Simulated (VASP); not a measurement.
A run of VASP 6.6.1 is set up as follows.

Contents of INCAR:

```
PREC = Accurate
ENCUT = 500
EDIFF = 1E-7
ISMEAR = -1
SIGMA = 0.05
LREAL = False
LASPH = True
NELM = 100
ALGO = Fast
ISIF = 2
LWAVE = False
LCHARG = False
GGA = PS
LEFG = True
```

KPOINTS

```
regular mesh
0
Gamma
  9 9 7
```

POSCAR

```
Ga
1.0
    2.2615000000     -3.8305000000      0.0000000000
    2.2615000000      3.8305000000      0.0000000000
    0.0000000000      0.0000000000      4.5240000000
Ga
4
Direct
    0.8451000000      0.1549000000      0.0810000000
    0.6549000000      0.3451000000      0.5810000000
    0.1549000000      0.8451000000      0.9190000000
    0.3451000000      0.6549000000      0.4190000000
```

Potentials or basis: VASP PAW PBE potentials, release 64 (Ga).

Run with:

```sh
$ cat potpaw_PBE.64/Ga/POTCAR > POTCAR
$ mpirun -np 1 vasp_std > vasp.out
```

**Question.** What does it give for the band gap on the k mesh?

**Answer.** None (metal or under the smearing width).

**Question.** Estimate the pressure.

**Answer.** -0.9 GPa.

Electric field gradients, principal values (V/Å²):
| atom | Vxx | Vyy | Vzz |
| --- | --- | --- | --- |
| 1 Ga | 20.518 | 25.677 | -46.195 |
| 2 Ga | 20.518 | 25.677 | -46.195 |
| 3 Ga | 20.518 | 25.677 | -46.195 |
| 4 Ga | 20.518 | 25.677 | -46.195 |

Caveat: the PAW data sets were made with another functional, which shifts forces and pressure a little.
